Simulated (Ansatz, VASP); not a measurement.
## One calculation of Pt, two programs

Contents of INCAR:

```
PREC = Accurate
ENCUT = 520
EDIFF = 1E-6
ISMEAR = 1
SIGMA = 0.05
LREAL = F
LASPH = T
NELM = 100
ALGO = Normal
ISIF = 2
LWAVE = F
LCHARG = F
GGA = PE
NBANDS = 11
```

Contents of KPOINTS:

```
regular mesh
0
Gamma
  13 13 13
```

Contents of POSCAR:

```
Pt
1.0
    0.0000000000      1.9867042750      1.9867042750
    1.9867042750      0.0000000000      1.9867042750
    1.9867042750      1.9867042750      0.0000000000
Pt
1
Direct
    0.0000000000      0.0000000000      0.0000000000
```

Input for Ansatz:

```yaml
crystal:
  lattice:
    - [0.0, 1.9867042749509856, 1.9867042749509856]
    - [1.9867042749509856, 0.0, 1.9867042749509856]
    - [1.9867042749509856, 1.9867042749509856, 0.0]
  atoms:
    - { symbol: Pt, position: [0.0, 0.0, 0.0] }
basis:
  ecutwfc: 500.0
kpoints:
  mp_grid:
    grid: [13, 13, 13]
hamiltonian:
  xc: pbe
  pseudopotentials:
    kind: paw
scf:
  convergence:
    dr2_threshold: 1.0e-10
  occupations:
    method: methfessel_paxton
    width: 0.05
output:
  stress: true
```

Alike in both runs: task single point; functional PBE; k mesh 13 × 13 × 13; occupations methfessel-paxton of order 1, width 0.05 eV; no spin polarisation.

|  | VASP | Ansatz |
| --- | --- | --- |
| version | VASP 6.6.1 | Ansatz 0.2.0 |
| potentials or method | VASP PAW PBE potentials, release 64 (Pt) | plane waves, PAW |
| plane-wave cutoff (eV) | 520 | 500 |
| valence electrons in the cell | 10 | 18 |

|  | VASP | Ansatz | Ansatz less VASP |
| --- | --- | --- | --- |
| pressure (GPa) | -1.3 | -0.8 | +0.47 |

With one functional, cell and mesh, what is left measures potentials, basis and numerics. The two sets of potentials don't hold the same shells in valence.

Spin-orbit coupling is left out, which matters for the levels of Pt.
